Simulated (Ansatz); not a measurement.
The system is Pd.

```
CELL_PARAMETERS angstrom
0.00000 1.94650 1.94650
1.94650 0.00000 1.94650
1.94650 1.94650 0.00000
ATOMIC_POSITIONS crystal
Pd 0.00000 0.00000 0.00000
```

Base run:

```yaml
Program: Ansatz 0.2.0
Functional: LDA
Potentials_or_basis: Ansatz PAW
Cutoff: 420 eV
Density_cutoff: 1680 eV
k_mesh: 12 × 12 × 12
Occupations: gaussian, width 0.1 eV
Spin: no spin polarisation
```

Its results: band gap on the k mesh none (metal or under the smearing width); pressure -8.7 GPa.

Question: The run is repeated on the same cell with these changes: functional from LDA to RPBE. What comes out?

Answer: Band gap on the k mesh none (metal or under the smearing width); pressure 11.6 GPa.

RPBE binds less tightly than LDA, so the same cell stands under more pressure.

Caveats: the PAW data sets come from PBE, with cores solved anew for the run's functional, which leaves a small shift of forces and pressure; the potentials were made for another functional, which shifts forces and pressure (some runs).

Not every run made on this cell is shown here.
